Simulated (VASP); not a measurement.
# Ni₃Si: Hubbard U by linear response

Ni₃Si, Pm-3m (no. 221), 32 atoms in the cell. PBEsol, linear-response Hubbard U; PAW potentials Ni, Si (PBE set).

Shifted element: Ni; Shifted shell (l): 2; Cell repeated: 2 × 2 × 2; Shifts (eV): -0.2, 0.2; Shifts on single spins too: yes.

## Input

INCAR.step1:
```
SYSTEM = SiNi3
  PREC = Accurate
  ENCUT = 450
  EDIFF = 1E-7
  NELM = 200
  ALGO = Normal
  ISMEAR = 1
  SIGMA = 0.1
  LREAL = .False.
  LASPH = .True.
  LMAXMIX = 4
  LORBIT = 11
  LWAVE = .True.
  LCHARG = .True.
  GGA = PS
  ISPIN = 2
  MAGMOM = 1.5 1.5 1.5 1.5 1.5 1.5 1.5 1.5 1.5 1.5 1.5 1.5 1.5 1.5 1.5 1.5 1.5 1.5 1.5 1.5 1.5 1.5 1.5 1.5 0 0 0 0 0 0 0 0
  AMIX = 0.2
  BMIX = 1E-4
  AMIX_MAG = 0.8
  BMIX_MAG = 1E-4
```

INCAR.step2, as INCAR.step1 but for:
```
- LWAVE = .True.
- LCHARG = .True.
+ LWAVE = .False.
+ LCHARG = .False.
+ LDAU = .True.
+ LDAUTYPE = 3
+ LDAUL = 2 -1 -1
+ LDAUU = -0.2 0 0
+ LDAUJ = -0.2 0 0
+ LDAUPRINT = 1
+ ISTART = 1
+ ICHARG = 11
```

INCAR.step3, as INCAR.step2 but for:
```
- ICHARG = 11
+ ICHARG = 1
```

INCAR.step4, as INCAR.step3 but for:
```
- LDAUU = -0.2 0 0
- LDAUJ = -0.2 0 0
- ICHARG = 1
+ LDAUU = 0.2 0 0
+ LDAUJ = 0.2 0 0
+ ICHARG = 11
```

INCAR.step5, as INCAR.step4 but for:
```
- ICHARG = 11
+ ICHARG = 1
```

INCAR.step6, as INCAR.step5 but for:
```
- LDAUU = 0.2 0 0
- LDAUJ = 0.2 0 0
- ICHARG = 1
+ LDAUU = -0.2 0 0
+ LDAUJ = 0 0 0
+ ICHARG = 11
```

INCAR.step7, as INCAR.step6 but for:
```
- ICHARG = 11
+ ICHARG = 1
```

INCAR.step8, as INCAR.step7 but for:
```
- LDAUU = -0.2 0 0
- ICHARG = 1
+ LDAUU = 0.2 0 0
+ ICHARG = 11
```

INCAR.step9, as INCAR.step8 but for:
```
- ICHARG = 11
+ ICHARG = 1
```

INCAR.step10, as INCAR.step9 but for:
```
- LDAUU = 0.2 0 0
- LDAUJ = 0 0 0
- ICHARG = 1
+ LDAUU = 0 0 0
+ LDAUJ = -0.2 0 0
+ ICHARG = 11
```

INCAR.step11, as INCAR.step10 but for:
```
- ICHARG = 11
+ ICHARG = 1
```

INCAR.step12, as INCAR.step11 but for:
```
- LDAUJ = -0.2 0 0
- ICHARG = 1
+ LDAUJ = 0.2 0 0
+ ICHARG = 11
```

INCAR.step13, as INCAR.step12 but for:
```
- ICHARG = 11
+ ICHARG = 1
```

KPOINTS:
```
k-points
0
Gamma
  4 4 4
```

POSCAR:
```
SiNi3
1.0
    7.0840000000      0.0000000000      0.0000000000
    0.0000000000      7.0840000000      0.0000000000
    0.0000000000      0.0000000000      7.0840000000
Ni Ni Si
1 23 8
Direct
    0.2500000000      0.2500000000      0.0000000000
    0.2500000000      0.2500000000      0.5000000000
    0.2500000000      0.7500000000      0.0000000000
    0.2500000000      0.7500000000      0.5000000000
    0.7500000000      0.2500000000      0.0000000000
    0.7500000000      0.2500000000      0.5000000000
    0.7500000000      0.7500000000      0.0000000000
    0.7500000000      0.7500000000      0.5000000000
    0.2500000000      0.0000000000      0.2500000000
    0.2500000000      0.0000000000      0.7500000000
    0.2500000000      0.5000000000      0.2500000000
    0.2500000000      0.5000000000      0.7500000000
    0.7500000000      0.0000000000      0.2500000000
    0.7500000000      0.0000000000      0.7500000000
    0.7500000000      0.5000000000      0.2500000000
    0.7500000000      0.5000000000      0.7500000000
    0.0000000000      0.2500000000      0.2500000000
    0.0000000000      0.2500000000      0.7500000000
    0.0000000000      0.7500000000      0.2500000000
    0.0000000000      0.7500000000      0.7500000000
    0.5000000000      0.2500000000      0.2500000000
    0.5000000000      0.2500000000      0.7500000000
    0.5000000000      0.7500000000      0.2500000000
    0.5000000000      0.7500000000      0.7500000000
    0.0000000000      0.0000000000      0.0000000000
    0.0000000000      0.0000000000      0.5000000000
    0.0000000000      0.5000000000      0.0000000000
    0.0000000000      0.5000000000      0.5000000000
    0.5000000000      0.0000000000      0.0000000000
    0.5000000000      0.0000000000      0.5000000000
    0.5000000000      0.5000000000      0.0000000000
    0.5000000000      0.5000000000      0.5000000000
```

Commands (each step's output is kept before the next begins):
```
cat potpaw_PBE.64/Ni/POTCAR potpaw_PBE.64/Ni/POTCAR potpaw_PBE.64/Si/POTCAR > POTCAR
cp INCAR.step1 INCAR
mpirun -np 8 vasp_std > vasp.out
cp CHGCAR CHGCAR.0
cp WAVECAR WAVECAR.0
cp INCAR.step2 INCAR
mpirun -np 8 vasp_std > vasp.out
cp CHGCAR.0 CHGCAR
cp WAVECAR.0 WAVECAR
cp INCAR.step3 INCAR
mpirun -np 8 vasp_std > vasp.out
cp CHGCAR.0 CHGCAR
cp WAVECAR.0 WAVECAR
cp INCAR.step4 INCAR
mpirun -np 8 vasp_std > vasp.out
cp CHGCAR.0 CHGCAR
cp WAVECAR.0 WAVECAR
cp INCAR.step5 INCAR
mpirun -np 8 vasp_std > vasp.out
cp CHGCAR.0 CHGCAR
cp WAVECAR.0 WAVECAR
cp INCAR.step6 INCAR
mpirun -np 8 vasp_std > vasp.out
cp CHGCAR.0 CHGCAR
cp WAVECAR.0 WAVECAR
cp INCAR.step7 INCAR
mpirun -np 8 vasp_std > vasp.out
cp CHGCAR.0 CHGCAR
cp WAVECAR.0 WAVECAR
cp INCAR.step8 INCAR
mpirun -np 8 vasp_std > vasp.out
cp CHGCAR.0 CHGCAR
cp WAVECAR.0 WAVECAR
cp INCAR.step9 INCAR
mpirun -np 8 vasp_std > vasp.out
cp CHGCAR.0 CHGCAR
cp WAVECAR.0 WAVECAR
cp INCAR.step10 INCAR
mpirun -np 8 vasp_std > vasp.out
cp CHGCAR.0 CHGCAR
cp WAVECAR.0 WAVECAR
cp INCAR.step11 INCAR
mpirun -np 8 vasp_std > vasp.out
cp CHGCAR.0 CHGCAR
cp WAVECAR.0 WAVECAR
cp INCAR.step12 INCAR
mpirun -np 8 vasp_std > vasp.out
cp CHGCAR.0 CHGCAR
cp WAVECAR.0 WAVECAR
cp INCAR.step13 INCAR
mpirun -np 8 vasp_std > vasp.out
```

## Result

- U (eV): 5.5
- U from spin-resolved response (eV): 5.6
- J from spin-resolved response (eV): 0.6
- Bare response (electrons/eV): 0.797
- Relaxed response (electrons/eV): 0.147

Electrons in the shifted shell, density kept fixed:

| Shift (eV) | Electrons |
|---|---|
| -0.20 | 8.223 |
| 0.00 | 8.395 |
| 0.20 | 8.542 |

Electrons in the shifted shell, density relaxed:

| Shift (eV) | Electrons |
|---|---|
| -0.20 | 8.366 |
| 0.00 | 8.395 |
| 0.20 | 8.425 |

Limits: The slopes are limited by the printed digits (0.001 electrons) and by how far each density was converged; the unshifted state keeps only 0.00 muB on the site, started at 1.5, so this U belongs to a low-moment state.

VASP 6.6.1 took 3795 s on 8 cores (AMD EPYC 9R45 (Zen 5)), a shared host.
